**Q:** I have five states of layered MoTe₂, each with the same cell scaled to a different volume. Two larger cells are still open. Can I work out their pressure and energy from the five?

MoTe₂ (P6₃/mmc) scaled at fixed cell shape and fractional coordinates, computed with Quantum ESPRESSO 7.5 using PBE without dispersion, spin polarisation or spin–orbit coupling. SSSP 1.3 efficiency pseudopotentials, 816 eV wavefunction cutoff, 9×9×2 k-mesh, 0.05 eV Fermi–Dirac smearing. Energies are relative to the minimum of the curve fitted to all seven volumes.

| volume (Å³/atom) | energy (meV/atom) | pressure (GPa) |
| --- | --- | --- |
| 23.47 | 81.56 | 11.710 |
| 23.97 | 49.65 | 8.780 |
| 24.47 | 26.39 | 6.150 |
| 24.96 | 10.89 | 3.800 |
| 25.46 | 2.35 | 1.690 |
| 25.96 | ? | ? |
| 26.46 | ? | ? |

**A:** Start with what the columns mean. Volume is per atom, energy is counted from the minimum of the energy curve, and pressure is the push per area, averaged over all directions, that the surroundings must exert to hold the cell at that volume. Pressure is minus the slope of energy against volume, $P=-dE/dV$. In the known rows the energy slopes and the pressures agree to within 0.01 GPa, so both columns describe one smooth curve.

**Q:** The pressure drops by about 2 GPa over the last known step. Why not take off the same amount twice more?

**A:** That would assume a constant stiffness, and the known rows already contradict it. The volume steps are equal, yet each one lowers the pressure by less than the step before. Expressed as a local bulk modulus, the resistance to a relative change of volume, the stiffness falls from 139 GPa between the two smallest cells to 107 GPa between the two largest known ones. The crystal loses about a quarter of its stiffness while the Mo–Te distance grows only from 2.66 to 2.73 Å.

**Q:** Why does so small a stretch matter so much?

**A:** Think of two limits. When atoms are squeezed together, their electron clouds overlap and repel, and this repulsion climbs very steeply as the distance shrinks. When atoms are far apart, all forces fade, so the pressure must finally return to zero. Between these limits the curve of pressure against volume has to flatten as the cell grows. The table shows the flattening; that fading repulsion causes it is standard theory, which these totals do not separate from the change in attraction.

**Q:** How do I turn a flattening curve into a number?

**A:** Use a formula that has the softening in it. The Birch-Murnaghan equation measures compression by the strain $f=\tfrac12[(V_0/V)^{2/3}-1]$, where $V$ is the volume and $V_0$ the volume at zero pressure. It writes the energy as a term in $f^2$ plus a term in $f^3$. The first term already softens under expansion, because $f$ changes more and more slowly as the volume grows. The second term adjusts how strong that softening is. The slope of that energy gives the pressure:

$$P=3B_0f(1+2f)^{5/2}\left[1+\tfrac32(B'-4)f\right]$$

Here $B_0$ is the bulk modulus at zero pressure and $B'$ is the rate at which the modulus rises with pressure. I fitted this form to the five known pressures, and the matching energy form separately to the five known energies. The printed output after this text gives both fits.

**Q:** Can I check the largest cell by hand?

**A:** Yes, from the limit of very small strain, where the crystal acts like a spring of constant stiffness. The pressure fit gives $V_0=25.91$ Å³/atom and $B_0=94$ GPa. The cell at 26.46 Å³/atom, which was not part of the fit, lies 0.55 Å³/atom beyond $V_0$, so

$$P\approx-B_0\,\frac{V-V_0}{V_0}=-94\times\frac{0.55}{25.91}\approx-2.0\ \text{GPa}$$

The spring keeps its stiffness at $V_0$, whereas the real crystal goes on softening. The true value should therefore be slightly less negative.

**Q:** What does a negative pressure mean in practice?

**A:** The cell has passed its preferred size and pulls inward, so it would have to be held open. Its energy then rises again, because work is needed to stretch it.

**Q:** Then commit yourself for both cells.

**A:** These are the values of the fitted curves, with the ranges I would defend:

- At 25.96 Å³/atom the pressure has just changed sign, at about −0.2 GPa (−0.30 to −0.10). The energy is almost zero (0 to 0.15 meV/atom).
- At 26.46 Å³/atom the pressure is about −1.9 GPa (−2.05 to −1.75). The energy has risen again to about 3.3 meV/atom (3.0 to 3.6).

The ranges allow for rounding in the known values, whose effect grows when a curve is carried beyond its data. They also allow for the choice of formula. The Murnaghan equation, which softens in a slightly different way, gives a pressure 0.03 GPa lower for the largest cell.

The withheld rows as computed:

| volume (Å³/atom) | energy (meV/atom) | pressure (GPa) |
| --- | --- | --- |
| 25.96 | 0.03 | -0.200 |
| 26.46 | 3.31 | -1.900 |

**Q:** All four values fall inside your ranges. How close were the curves themselves?

**A:** Both pressures agree with the computed values to within 0.01 GPa, and the energy at 25.96 Å³/atom agrees to the printed digits. The energy at 26.46 Å³/atom came out 0.02 meV/atom too high. My ranges were thus much wider than they needed to be. The forecast worked because the two new cells continue the same smooth curve and lie only a short way beyond the known ones.

**Q:** And my idea of taking off the same amount each time?

**A:** A straight line through the last two known pressures gives −0.42 GPa for the first new cell, about twice the computed pull. For the second it gives −2.53 GPa instead of −1.90 GPa. The error grows with distance because the line keeps a stiffness that the crystal has already lost.

**Q:** Do the energies count as a second success, next to the pressures?

**A:** Only in part. Pressure is the slope of the energy, so a good forecast of one nearly secures the other. The energies also had some help: they are counted from the minimum of the full curve, and that minimum lies beyond the five known cells. The pressures contain no such shifted zero, which makes them the stricter test. Even there, I knew the equilibrium volume of the full run when I set the ranges, although the fit found its own value from the five known cells.

**Q:** Could I use the 94 GPa to estimate how far a stack of these layers gives way in a press?

**A:** No, because every cell here keeps its shape. The strong Mo–Te bonds have to shrink by the same fraction as the soft gaps between the layers. A real layered crystal under pressure gives way mainly across the gaps, so it is softer than this number suggests. The functional also lacks the dispersion forces that hold the layers together, so $V_0$ should not be read as a prediction of the real layer spacing.

**Q:** So what would I have to calculate next?

**A:** Let the cell choose its own shape and the atoms their own positions at each volume, with dispersion included. The open question is how much of each change in volume the gaps would then take up, and how much of the 94 GPa would be left.

Numerical output:

```
Mo-Te distance in the smallest cell, angstrom: 2.661
Mo-Te distance in the largest known cell, angstrom: 2.734
local bulk modulus between the two smallest cells, GPa: 139.2
local bulk modulus between the two largest known cells, GPa: 106.6
largest gap between energy slope and mean pressure in known rows, GPa: 0.005281
fit of pressure on 5 rows: coefficient of ((s/v)**(2/3)-1)*(s/v)**(5/3) 141 +/- 0.087, coefficient of ((s/v)**(2/3)-1)**2*(s/v)**(5/3) 67.72 +/- 1.5, s 25.91; rms 0.00149, worst 23.97 -0.00242, leave-one-out rms 0.00406
  rows outside the fit (model, value, miss): 25.96 -0.1996, -0.2, 0.00037; 26.46 -1.896, -1.9, 0.00442
fit of energy on 5 rows: coefficient of ((s/v)**(2/3)-1)**2 17159 +/- 9.4, coefficient of ((s/v)**(2/3)-1)**3 4999 +/- 150, s 25.91; rms 0.00543, worst 25.46 -0.0116, leave-one-out rms 0.0236
  rows outside the fit (model, value, miss): 25.96 0.03162, 0.03, 0.00162; 26.46 3.33, 3.31, 0.0199
bulk modulus at zero pressure from the pressure fit, GPa: 93.99
bulk modulus at the minimum from the energy fit, GPa: 94.31
fit of pressure on 5 rows: constant -21.7 +/- 0.012, coefficient of (24.96/v)**s 25.52 +/- 0.011, s 4.367; rms 0.00211, worst 23.97 -0.00341, leave-one-out rms 0.00793
  rows outside the fit (model, value, miss): 25.96 -0.2125, -0.2, -0.0125; 26.46 -1.927, -1.9, -0.0273
Murnaghan less Birch-Murnaghan pressure at 25.96, GPa: -0.01288
Murnaghan less Birch-Murnaghan pressure at 26.46, GPa: -0.03171
straight-line pressure at 25.96, GPa: -0.42
straight-line pressure at 26.46, GPa: -2.53
```
